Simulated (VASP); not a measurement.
# 1T-MgI2 monolayer and its bilayer, part 2 of 5

Aim: relax 1T-MgI2 monolayer, place its levels against the vacuum, then find how two sheets stack and bind.

VASP 6.6.1, plane waves and PAW; the level of theory is named at each step.

So far. Step 2 (Relaxing the monolayer): The run ended after 9 ionic steps, 0.092 eV below its first step, once forces and stress met EDIFFG = -0.015.

### 3. A second relaxation

Level of this step: optB86b-vdW; plane waves and PAW (Mg, I) (VASP).

The plane waves were chosen for the start cell, so the relaxation is repeated from its end.

INCAR reads:

```
SYSTEM = MgI2
PREC = Normal
ENCUT = 350
EDIFF = 1E-06
NELM = 120
ISMEAR = 0
SIGMA = 0.03
LREAL = .FALSE.
ALGO = Normal
GGA = MK
AGGAC = 0
LUSE_VDW = .TRUE.
PARAM1 = 0.1234
PARAM2 = 1
LASPH = .TRUE.
NBANDS = 14
LORBIT = 11
LWAVE = .FALSE.
LCHARG = .FALSE.
KPAR = 4
IBRION = 2
NSW = 30
ISIF = 3
EDIFFG = -0.015
POTIM = 0.4
IDIPOL = 3
LDIPOL = .TRUE.
DIPOL = 0.5 0.5 0.5
LATTICE_CONSTRAINTS = .TRUE. .TRUE. .FALSE.
```

POSCAR reads:

```
MgI2
1.0
    4.1504874331      0.0000000000      0.0000000000
   -2.0752437165      3.5944275551      0.0000000000
    0.0000000000      0.0000000000     22.0000000000
Mg I
1 2
Direct
    0.0000000000      0.0000000000      0.5000000000
    0.3333333333      0.6666666667      0.4236396089
    0.6666666667      0.3333333333      0.5763603911
```

KPOINTS reads:

```
Automatic mesh
0
Gamma
9 9 1
0 0 0
```

PAW data sets: Mg and I (PBE family, release 64).

The run is started by

```sh
mpirun -np 4 vasp_std
```

Log:

```text
[banner, memory and clock lines left out]
running    4 mpi-ranks, on    1 nodes
 distrk:  each k-point on    1 cores,    4 groups
 distr:  one band on    1 cores,    1 groups

 POSCAR found type information on POSCAR MgI
 POSCAR found :  2 types and       3 ions
 [... a notice as in an earlier step ...]

 [... a notice as in an earlier step ...]

 LDA part: xc-table for (Slater+PW92), standard interpolation
 POSCAR, INCAR and KPOINTS ok, starting setup
 FFT: planning ... GRIDC
 FFT: planning ... GRID_SOFT
 FFT: planning ... GRID
 WAVECAR not read
 entering main loop
       N       E                     dE             d eps       ncg     rms          rms(c)
DAV:   1     0.999804976484E+02    0.99980E+02   -0.37647E+03   336   0.570E+02
DAV:   2     0.955090991449E+01   -0.90430E+02   -0.83262E+02   568   0.113E+02
DAV:   3    -0.217020417094E+01   -0.11721E+02   -0.11649E+02   420   0.496E+01
DAV:   4    -0.255185806520E+01   -0.38165E+00   -0.38147E+00   474   0.112E+01
DAV:   5    -0.255940087252E+01   -0.75428E-02   -0.75426E-02   468   0.181E+00    0.372E+00
DAV:   6    -0.242835913056E+01    0.13104E+00   -0.17263E-01   468   0.202E+00    0.256E+00
DAV:   7    -0.241879727970E+01    0.95619E-02   -0.21735E-01   432   0.228E+00    0.607E-01
DAV:   8    -0.241240265763E+01    0.63946E-02   -0.23761E-02   408   0.795E-01    0.322E-01
DAV:   9    -0.241279005279E+01   -0.38740E-03   -0.25706E-03   402   0.317E-01    0.213E-01
DAV:  10    -0.241275646377E+01    0.33589E-04   -0.18481E-04   420   0.995E-02    0.608E-02
DAV:  11    -0.241277901985E+01   -0.22556E-04   -0.58619E-05   414   0.383E-02    0.639E-02
DAV:  12    -0.241278055564E+01   -0.15358E-05   -0.77712E-06   468   0.143E-02    0.230E-02
DAV:  13    -0.241278351661E+01   -0.29610E-05   -0.45223E-07   348   0.383E-03    0.109E-02
DAV:  14    -0.241279610280E+01   -0.12586E-04   -0.85535E-07   344   0.569E-03    0.472E-03
DAV:  15    -0.241280062056E+01   -0.45178E-05   -0.15353E-07   354   0.259E-03    0.571E-03
DAV:  16    -0.241280822049E+01   -0.75999E-05   -0.20376E-07   336   0.254E-03    0.183E-03
DAV:  17    -0.241281251455E+01   -0.42941E-05   -0.51991E-07   362   0.255E-03    0.267E-03
DAV:  18    -0.241281320848E+01   -0.69393E-06   -0.62663E-08   330   0.122E-03
   1 F= -.24128132E+01 E0= -.24128132E+01  d E =-.241281E+01
 curvature:   0.00 expect dE= 0.000E+00 dE for cont linesearch  0.000E+00
 trial: gam= 0.00000 g(F)=  0.266E-05 g(S)=  0.412E-04 ort = 0.000E+00 (trialstep = 0.100E+01)
 search vector abs. value=  0.439E-04
 reached required accuracy - stopping structural energy minimisation
```

Wall time 51 s (4 MPI ranks of Intel Xeon 6975P-C (Granite Rapids), shared host); peak memory 1.8 GiB; 3.2 min of CPU time.

From OUTCAR (step 3):

```text
  LATTYP: Found a hexagonal cell.
 ALAT       =     4.1504874331
 C/A-ratio  =     5.3005822460

The static configuration has the point symmetry D_3d.

 Found     12 irreducible k-points:

   ENCUT  =  350.0 eV  25.72 Ry    5.07 a.u.   6.33  6.33 33.56*2*pi/ulx,y,z

   NELECT =      16.0000    total number of electrons

 E-fermi :  -3.6578

 k-point     1 :       0.0000    0.0000    0.0000
  band No.  band energies     occupation
    ...
      4      -4.5037      2.00000
      5      -4.0698      2.00000
      6      -4.0698      2.00000
      7      -3.7987      2.00000
      8      -3.7987      2.00000
      9       0.2100      0.00000
     10       1.1651      0.00000
     11       1.8031      0.00000
     12       1.9126      0.00000
     13       2.6632      0.00000
    ...

 k-point     2 :       0.1111   -0.0000    0.0000
  band No.  band energies     occupation
    ...
      4      -4.7016      2.00000
      5      -4.3488      2.00000
      6      -4.2185      2.00000
      7      -4.1906      2.00000
      8      -3.8309      2.00000
      9       0.6095      0.00000
     10       1.5871      0.00000
     11       1.8894      0.00000
     12       1.9599      0.00000
     13       2.6425      0.00000
    ...

Total vdW correction in eV:      4.1978358

  Total       -0.0400205     -0.0400205     -0.0371541     -0.0000000      0.0000000      0.0000000
  in kB       -0.1953626     -0.1953626     -0.1813703     -0.0000000      0.0000000      0.0000000
  external PRESSURE =      -0.1906985 kB  Pullay stress =       0.0000000 kB

  energy-cutoff  :      350.00
  volume of cell :      328.21
      direct lattice vectors                 reciprocal lattice vectors
     4.150487433  0.000000000  0.000000000     0.240935557  0.139104208  0.000000000
    -2.075243717  3.594427555  0.000000000     0.000000000  0.278208417  0.000000000
     0.000000000  0.000000000 22.000000000     0.000000000  0.000000000  0.045454545

 POSITION                                       TOTAL-FORCE (eV/Angst)
 -----------------------------------------------------------------------------------
      0.00000      0.00000     11.00000         0.000000      0.000000      0.000000
     -0.00000      2.39629      9.32007         0.000000      0.000000      0.005870
      2.07524      1.19814     12.67993        -0.000000     -0.000000     -0.005870
 -----------------------------------------------------------------------------------
    total drift:                                0.000000      0.000000      0.000000

  FREE ENERGIE OF THE ION-ELECTRON SYSTEM (eV)
  ---------------------------------------------------
  free  energy   TOTEN  =        -2.4128132085 eV

  energy  without entropy=       -2.4128132085  energy(sigma->0) =       -2.41281321

Total vdW correction in eV:      4.1978327

 vacuum level on the upper side and lower side of the slab         2.236         2.236

 total charge
# of ion       s       p       d       tot
------------------------------------------
    1        0.137   0.110   0.028   0.275
    2        1.508   2.821   0.012   4.340
    3        1.508   2.821   0.012   4.340
--------------------------------------------------
tot          3.152   5.752   0.052   8.956

[... 5 parts as in an earlier step ...]

[... 7 further parts left out ...]
```

Little changed from the start: no atom moved by 0.005 Å and no cell edge by 0.1 %.

This step gave:

- electronic cycles: 18
- Fermi energy: -3.658 eV
- least direct gap on the k-mesh: 4.009 eV

The start already met the threshold, so nothing moved.

### 4. Vacuum level and density of states

A static run writes the electrostatic potential without exchange and correlation (LVHAR), which is flat in the vacuum and gives the level to count from. The dipole correction cancels the field that unlike faces would set up across the vacuum.

INCAR reads:

```
SYSTEM = MgI2
PREC = Normal
ENCUT = 350
EDIFF = 1E-06
NELM = 120
ISMEAR = 0
SIGMA = 0.03
LREAL = .FALSE.
ALGO = Fast
GGA = MK
AGGAC = 0
LUSE_VDW = .TRUE.
PARAM1 = 0.1234
PARAM2 = 1
LASPH = .TRUE.
NBANDS = 14
LORBIT = 11
LWAVE = .FALSE.
LCHARG = .TRUE.
IDIPOL = 3
LDIPOL = .TRUE.
DIPOL = 0.5 0.5 0.5
LVHAR = .TRUE.
LVACPOTAV = .TRUE.
NEDOS = 1500
LELF = .TRUE.
```

POSCAR is that of step 3.

KPOINTS is that of step 3.

KPOINTS_OPT reads:

```
Line mode
14
Line-mode
Reciprocal
  0.00000000   0.00000000   0.00000000 GAMMA
  0.50000000   0.00000000   0.00000000 M

  0.50000000   0.00000000   0.00000000 M
  0.33333333   0.33333333   0.00000000 K

  0.33333333   0.33333333   0.00000000 K
  0.00000000   0.00000000   0.00000000 GAMMA
```

The run is started by

```sh
mpirun -np 4 vasp_std
```

Log:

```text
[banner, memory and clock lines left out]
running    4 mpi-ranks, on    1 nodes
 distrk:  each k-point on    4 cores,    1 groups
 distr:  one band on    1 cores,    4 groups

 POSCAR found type information on POSCAR MgI
 POSCAR found :  2 types and       3 ions
 [... a notice as in an earlier step ...]

 [... a notice as in an earlier step ...]

 LDA part: xc-table for (Slater+PW92), standard interpolation
|                                                                             |
|           W    W    AA    RRRRR   N    N  II  N    N   GGGG   !!!           |
|           W    W   A  A   R    R  NN   N  II  NN   N  G    G  !!!           |
|           W    W  A    A  R    R  N N  N  II  N N  N  G       !!!           |
|           W WW W  AAAAAA  RRRRR   N  N N  II  N  N N  G  GGG   !            |
|           WW  WW  A    A  R   R   N   NN  II  N   NN  G    G                |
|           W    W  A    A  R    R  N    N  II  N    N   GGGG   !!!           |
|                                                                             |
|     The number of bands has been changed from the values supplied in        |
|     The orbitals not found in the WAVECAR file will be initialized with     |
|     random numbers, which is usually adequate. For correlated               |
|     calculations, however, you should redo the groundstate calculation.     |
|     I found NBANDS = 14. Now, NBANDS = 16.                                  |
|                                                                             |

 POSCAR, INCAR and KPOINTS ok, starting setup
 FFT: planning ... GRIDC
 FFT: planning ... GRID_SOFT
 FFT: planning ... GRID
 WAVECAR not read
 entering main loop
       N       E                     dE             d eps       ncg     rms          rms(c)
DAV:   1     0.961237872473E+02    0.96124E+02   -0.35973E+03   384   0.496E+02
DAV:   2     0.904607103330E+01   -0.87078E+02   -0.76846E+02   632   0.102E+02
DAV:   3    -0.219096655895E+01   -0.11237E+02   -0.11150E+02   504   0.434E+01
DAV:   4    -0.255348448516E+01   -0.36252E+00   -0.36243E+00   552   0.988E+00
DAV:   5    -0.255952662315E+01   -0.60421E-02   -0.60420E-02   544   0.144E+00    0.372E+00
RMM:   6    -0.242783728921E+01    0.13169E+00   -0.14887E-01   424   0.151E+00    0.244E+00
RMM:   7    -0.241942056667E+01    0.84167E-02   -0.22825E-01   502   0.200E+00    0.596E-01
RMM:   8    -0.241267935914E+01    0.67412E-02   -0.21426E-02   442   0.689E-01    0.148E-01
RMM:   9    -0.241275300734E+01   -0.73648E-04   -0.12698E-03   484   0.237E-01    0.396E-02
RMM:  10    -0.241276367241E+01   -0.10665E-04   -0.25535E-04   536   0.986E-02    0.339E-02
RMM:  11    -0.241275707789E+01    0.65945E-05   -0.36529E-05   518   0.394E-02    0.534E-02
RMM:  12    -0.241278796443E+01   -0.30887E-04   -0.13656E-05   525   0.264E-02    0.165E-02
RMM:  13    -0.241278886413E+01   -0.89971E-06   -0.22464E-06   459   0.976E-03
|                                                                             |
|           W    W    AA    RRRRR   N    N  II  N    N   GGGG   !!!           |
|           W    W   A  A   R    R  NN   N  II  NN   N  G    G  !!!           |
|           W    W  A    A  R    R  N N  N  II  N N  N  G       !!!           |
|           W WW W  AAAAAA  RRRRR   N  N N  II  N  N N  G  GGG   !            |
|           WW  WW  A    A  R   R   N   NN  II  N   NN  G    G                |
|           W    W  A    A  R    R  N    N  II  N    N   GGGG   !!!           |
|                                                                             |
|     Did not find any points to average over, which means that no vacuum     |
|     field-free region was found. Please increase the size of  your cell     |
|     in the dimension of the dipole correction to obtain accurate            |
|     workfunction values.                                                    |
|                                                                             |

   1 F= -.24127889E+01 E0= -.24127889E+01  d E =-.708858E-12
 Start KPOINTS_OPT (optional k-point list driver)
k-point batch [1-12\42]
       N       E                     dE             ncg
DAV:   1    -0.344938614437E+03   -0.20147E+04      384
DAV:   2    -0.130374619745E+04   -0.95881E+03      592
DAV:   3    -0.144179428693E+04   -0.13805E+03      544
DAV:   4    -0.144610196530E+04   -0.43077E+01      496
DAV:   5    -0.144615628085E+04   -0.54316E-01      544
DAV:   6    -0.144615810941E+04   -0.18286E-02      560
DAV:   7    -0.144615811920E+04   -0.97878E-05      536
DAV:   8    -0.144615811934E+04   -0.14964E-06      392
[...]
k-point batch [37-42\42]
       N       E                     dE             ncg
DAV:   1     0.152187265059E+04   -0.45481E+03      192
DAV:   2     0.107265017723E+04   -0.44922E+03      288
DAV:   3     0.100361369426E+04   -0.69036E+02      272
DAV:   4     0.100171015511E+04   -0.19035E+01      240
DAV:   5     0.100165918740E+04   -0.50968E-01      272
DAV:   6     0.100165602174E+04   -0.31657E-02      288
DAV:   7     0.100165600752E+04   -0.14226E-04      272
DAV:   8     0.100165600730E+04   -0.21554E-06      200
```

The job ended after 16 s (4 MPI ranks; peak memory 1 GiB; 60 s of CPU time).

OUTCAR, selected parts (step 4):

```text
The static configuration has the point symmetry D_3d.

 Found     12 irreducible k-points:

   k-points           NKPTS =     12   k-points in BZ     NKDIM =     12   number of bands    NBANDS=     16

   NELECT =      16.0000    total number of electrons

 E-fermi :  -3.6666

 k-point     1 :       0.0000    0.0000    0.0000
  band No.  band energies     occupation
    ...
      4      -4.5062      2.00000
      5      -4.0726      2.00000
      6      -4.0726      2.00000
      7      -3.8015      2.00000
      8      -3.8015      2.00000
      9       0.2071      0.00000
     10       1.1617      0.00000
     11       1.7679      0.00000
     12       1.8367      0.00000
     13       2.4686      0.00000
    ...

 k-point     2 :       0.1111   -0.0000    0.0000
  band No.  band energies     occupation
    ...
      4      -4.7043      2.00000
      5      -4.3515      2.00000
      6      -4.2213      2.00000
      7      -4.1934      2.00000
      8      -3.8337      2.00000
      9       0.6063      0.00000
     10       1.5804      0.00000
     11       1.8558      0.00000
     12       1.9226      0.00000
     13       2.4616      0.00000
    ...

Total vdW correction in eV:      4.1978182

  Total       -0.0414963     -0.0414963     -0.0336605     -0.0000000      0.0000000     -0.0000000
  in kB       -0.2025669     -0.2025669     -0.1643159     -0.0000000      0.0000000     -0.0000000
  external PRESSURE =      -0.1898165 kB  Pullay stress =       0.0000000 kB

 POSITION                                       TOTAL-FORCE (eV/Angst)
 -----------------------------------------------------------------------------------
      0.00000      0.00000     11.00000         0.000000      0.000000      0.000000
     -0.00000      2.39629      9.32007         0.000000      0.000000      0.005915
      2.07524      1.19814     12.67993        -0.000000     -0.000000     -0.005915
 -----------------------------------------------------------------------------------
    total drift:                                0.000000      0.000000      0.000000

  FREE ENERGIE OF THE ION-ELECTRON SYSTEM (eV)
  ---------------------------------------------------
  free  energy   TOTEN  =        -2.4127888641 eV

  energy  without entropy=       -2.4127888641  energy(sigma->0) =       -2.41278886

Total vdW correction in eV:      4.1979123

 vacuum level on the upper side and lower side of the slab         2.711         2.711

[... 9 parts as in an earlier step ...]

[... 5 further parts left out ...]
```

Numbers from this step:

* electronic cycles: 13
* Fermi energy: -3.667 eV
* least gap on mesh and path: 3.660 eV
* least direct gap on mesh and path: 4.009 eV
* vacuum levels: 2.711, 2.711 eV
* ionisation potentials of the upper and lower face: 6.512, 6.512 eV
* electron affinities of the upper and lower face: 2.852, 2.852 eV

The electronic bands at the labelled points (eV, zero at the valence-band top; v1 is the highest filled band, c1 the lowest empty one):

| point | v4 | v3 | v2 | v1 | c1 | c2 | c3 | c4 |
| --- | --- | --- | --- | --- | --- | --- | --- | --- |
| Γ | -0.27 | -0.27 | 0.00 | 0.00 | 4.01 | 4.96 | 5.57 | 5.65 |
| 0.46 of the way | -1.19 | -0.74 | -0.56 | -0.18 | 4.64 | 5.35 | 5.84 | 6.37 |
| M | -1.38 | -1.16 | -0.72 | -0.46 | 3.66 | 5.47 | 5.67 | 6.48 |
| 0.46 of the way | -1.74 | -1.45 | -0.79 | -0.66 | 4.15 | 6.14 | 6.18 | 6.75 |
| K | -2.42 | -1.93 | -0.78 | -0.78 | 4.44 | 6.40 | 6.40 | 7.92 |
| 0.46 of the way | -1.72 | -0.87 | -0.82 | -0.44 | 4.78 | 5.81 | 6.03 | 6.91 |
| Γ | -0.27 | -0.27 | 0.00 | 0.00 | 4.01 | 4.96 | 5.57 | 5.65 |

Of the projections kept (Mg, I), the largest for each band there; the rest of the weight can lie on other orbitals:

| point | v4 | v3 | v2 | v1 | c1 | c2 | c3 | c4 |
| --- | --- | --- | --- | --- | --- | --- | --- | --- |
| Γ | I 0.99 | I 0.99 | I 0.98 | I 0.98 | I 0.63 | I 0.71 | I 0.96 | I 0.66 |
| M | I 0.97 | I 0.96 | I 0.99 | I 0.99 | Mg 0.54 | I 0.79 | I 0.85 | I 0.68 |
| K | I 0.96 | I 0.95 | I 0.99 | I 0.99 | I 0.53 | I 0.77 | I 0.77 | I 0.59 |
| Γ | I 0.99 | I 0.99 | I 0.98 | I 0.98 | I 0.63 | I 0.71 | I 0.96 | I 0.66 |

Zero at the Fermi level. Table of planar average of the electrostatic potential by height:

height (Å), planar average of the electrostatic potential (eV) and a bar from the least value:
```
        0        6.4 ##############################
        1        6.4 ##############################
        2        6.4 ##############################
        3        6.4 ##############################
        4        6.4 ##############################
        5        6.4 ##############################
        6        6.4 ##############################
        7        6.3 ##############################
        8        5.2 ############################
        9       -8.5 
       10       -3.8 #########
       11       -1.5 ##############
       12       -3.8 #########
       13       -8.5 
       14        5.2 ############################
       15        6.3 ##############################
       16        6.4 ##############################
       17        6.4 ##############################
       18        6.4 ##############################
       19        6.4 ##############################
       20        6.4 ##############################
       21        6.4 ##############################
```

Density of states in the PAW spheres, an atom over height of the layer and energy from the Fermi level.

Ten even steps from '_' (0.00 states/eV) to '@' (1.87 states/eV), each cell a mean:
```
______
______
==__==
@@__@@
++__++
++__++
::__::
::__::
--__--
--..--
..__..
______
______
______
______
______
______
______
______
______
______
______
```
Columns: height of the layer (Å) from 9.3 to 12.7; rows upwards: energy from the Fermi level (eV) from -7.9 to 0.5.

ELF in the ca plane at fractional y = 0.000, with atoms of Mg within 0.2 Å of it. It is the smooth field of the valence electrons, not physical close to the nuclei.

Values, 6 rows by 16 columns, each cell a mean:
```
0.01 0.00 0.00 0.00 0.00 0.01 0.06 0.18 0.12 0.11 0.18 0.06 0.01 0.00 0.00 0.00
0.00 0.00 0.00 0.00 0.01 0.11 0.44 0.63 0.38 0.37 0.63 0.45 0.12 0.01 0.01 0.00
0.00 0.00 0.00 0.00 0.03 0.30 0.73 0.80 0.42 0.40 0.80 0.74 0.31 0.03 0.00 0.00
0.00 0.00 0.00 0.00 0.02 0.25 0.69 0.79 0.42 0.40 0.78 0.69 0.27 0.02 0.00 0.00
0.00 0.00 0.00 0.01 0.00 0.06 0.29 0.50 0.32 0.31 0.50 0.30 0.06 0.00 0.00 0.00
0.00 0.00 0.00 0.00 0.00 0.00 0.03 0.11 0.06 0.06 0.11 0.03 0.00 0.00 0.00 0.00
```
Columns run along c (16.0 Å, from fractional 0.10 to 0.83 of the cell), rows up along a (4.2 Å). Atoms in or near the plane, at fractional coordinates: Mg at (0.50, 0.00).

Valence density in the ca plane at fractional y = 0.000, with atoms of Mg within 0.2 Å of it. It is the smooth field of the valence electrons, not physical close to the nuclei.

Ten even steps from '0' (0.00 e/Å³) to '9' (0.34 e/Å³), each cell a mean:
```
00000000000000000000111100111100000000000000
00000000000000000011222111122211000000000000
00000000000000000123443222234432100000000000
00000000000000000135664322346653200000000000
00000000000000001258985322358985210000000000
00000000000000001258986322368985310000000000
00000000000000001246875322357874210000000000
00000000000000000124554322245542100000000000
00000000000000000012233211233321000000000000
00000000000000000001122100122110000000000000
00000000000000000000111000011100000000000000
```
Columns run along c (16.0 Å, from fractional 0.10 to 0.83 of the cell), rows up along a (4.2 Å). Atoms in or near the plane, at fractional coordinates: Mg at (0.50, 0.00).

The map of layer states is cut here 0.5 eV above the Fermi level, so it leaves out the states above that.

The vacuum level lies 6.51 eV above the highest filled level at the upper face; both faces agree, as the slab has next to no dipole.

The program found no field-free point at its default tolerance, but its printed level agrees with the flat part of the planar average.

(Part 2 of 5 ends here.)

[Lines on the potential files, build, host, timing and source positions are cut from VASP's logs without a mark.]

[Logs are printed without paths, hosts, clocks, repeated set-up lines and the standing remarks that a program may print on its own settings, such as how far it seeks lower states.]

[Hosts, paths, dates, database ids (printed as entryN), source tags and the programs' standing remarks are cut or masked in the printed files.]

[Runs that stopped without an error message from VASP are left out.]
